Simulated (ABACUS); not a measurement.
The system is NiO.

```xyz
2
Lattice="0.0000 2.0859 2.0859 2.0859 0.0000 2.0859 2.0859 2.0859 0.0000" Properties=species:S:1:pos:R:3 pbc="T T T"
Ni    0.0000    0.0000    0.0000
O     2.0859    2.0859    2.0859
```

```yaml
Program: ABACUS 3.10.1
Task: single point
Functional: PBE
Potentials_or_basis: PseudoDojo NC SR 0.4.1 PBE standard
Cutoff: 1333 eV
Density_cutoff: 5333 eV
Basis: plane waves
k_mesh: 11 × 11 × 11
Occupations: fermi-dirac, width 0.05 eV
Spin: collinear spin, ferromagnetic start
Starting_moments: "[1.0, 0.0] μB"
```

On this cell: pressure 6.1 GPa; largest force zero by symmetry; net moment 1.83 μB per cell; band gap on the k mesh none (metal or under the smearing width).

The same run follows on a disturbed copy (atoms moved at random, drawn with an rms of 0.05 Å):

```
Ni O
1.0
     0.00000    2.08590    2.08590
     2.08590    0.00000    2.08590
     2.08590    2.08590    0.00000
Ni O
1 1
Direct
  0.99963 0.98326 0.01952
  0.50305 0.49315 0.49605
```

Question: What changes?

Answer: The energy (extrapolated to zero smearing) moves by +1.4 meV/atom; pressure 6.6 GPa; largest force 0.102 eV/Å; net moment 1.85 μB per cell; band gap on the k mesh none (metal or under the smearing width).

Forces on the atoms (eV/Å):
```
Ni  -0.049 -0.075  0.048
O    0.049  0.075 -0.048
```

Stress tensor (GPa, compression positive):
```
 6.43  0.03 -0.02
 0.03  6.84 -0.03
-0.02 -0.03  6.42
```

Caveats: a cell with one magnetic atom can't hold antiferromagnetic order, which such compounds often take; semilocal functionals often make such compounds metallic where correlation or magnetic order opens a gap, which also shifts bond lengths.
